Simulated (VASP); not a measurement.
**NaF (Villiaumite): phonons with LDA**

NaF (Villiaumite):

```xyz
2
Lattice="0.0000 2.2491 2.2491 2.2491 0.0000 2.2491 2.2491 2.2491 0.0000" Properties=species:S:1:pos:R:3 pbc="T T T"
Na    0.0000    0.0000    0.0000
F     2.2491    2.2491    2.2491
```

```json
{"Program": "VASP 6.6.1", "Task": "phonons", "Functional": "LDA", "Potentials or basis": "VASP PAW LDA potentials, release 64 (Na_pv, F)", "Cutoff": "600 eV", "k mesh": "10 × 10 × 10", "Occupations": "gaussian, width 0.03 eV", "Spin": "no spin polarisation", "By perturbation theory": "no", "Further INCAR settings": "ALGO = Normal; EDIFF = 1e-08; IBRION = 6; POTIM = 0.015; NSW = 1"}
```

```yaml
Relaxed_volume: 11.38 Å³/atom
Relaxed_cell: a = 3.181 Å, b = 3.181 Å, c = 3.181 Å, α = 60.00°, β = 60.00°, γ = 60.00°
Space_group_after_relaxing_to_0.05_Å: Fm-3m (No. 225)
Highest_phonon_frequency_at_Γ_LO-TO_splitting_left_out: 281 cm⁻¹
```

Final structure:
```
Na F
1.0
     0.00000    2.24950    2.24950
     2.24950    0.00000    2.24950
     2.24950    2.24950    0.00000
Na F
1 1
Direct
  0.00000 0.00000 0.00000
  0.50000 0.50000 0.50000
```

Phonon frequencies in cm⁻¹ (negative: imaginary):
| q point | frequencies |
| --- | --- |
| (0.000, 0.000, 0.000) | 0 0 0 281 281 281 |

Run time: 2.5 min on 1 thread of Intel(R) Xeon(R) Platinum 8375C CPU @ 2.90GHz (Ice Lake), with other jobs on the host, peak memory 0.17 GiB.
